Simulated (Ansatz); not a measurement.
# SiC: the cost of one run

Computed with Ansatz 0.2.0 (reference: DFT, r2SCAN, plane waves, PAW, unless a step's input says otherwise).

5 further runs of the same task are left out: 1 for a known fault of the program, 4 that didn't finish.

### 1 Starting point

It takes space group Pm-3m (No. 221, cubic). Conventional cell: a = 2.620 Å, b = 2.620 Å, c = 2.620 Å, α = 90.00°, β = 90.00°, γ = 90.00°. Around Si (site symmetry m-3m) lie 8 C at 2.27 Å. C (site symmetry m-3m) has 8 Si at 2.27 Å as nearest neighbours.

As a file:

```xyz
2
Lattice="2.6201 0.0000 0.0000 0.0000 2.6201 0.0000 0.0000 0.0000 2.6201" Properties=species:S:1:pos:R:3 pbc="T T T"
Si    0.0000    0.0000    0.0000
C     1.3101    1.3101    1.3101
```

### 2 Reference

File input.yaml:

```yaml
crystal:
  lattice:
    - [2.620122866, 0.0, 0.0]
    - [0.0, 2.620122866, 0.0]
    - [0.0, 0.0, 2.620122866]
  atoms:
    - { symbol: Si, position: [0.0, 0.0, 0.0] }
    - { symbol: C, position: [0.5, 0.5, 0.5] }
kpoints:
  mp_grid: { grid: [6, 6, 6] }
hamiltonian:
  xc: r2scan
scf:
  occupations: { method: fermi_dirac, width: 0.02 }
  n_extra_bands: 4
output:
  forces: true
  stress: true
  eigenvalues: true
```

The run is started by

```bash
$ ansatz run input.yaml --threads 4 --pin off --max-ram 3686MiB --backend cpu --events-out ev --progress --plain --runs-dir out
```

Q: Estimate wall time and peak memory on 4 threads of an x86-64 CPU, shared host.

About 3.4 s, with a peak of 0.32 GiB.
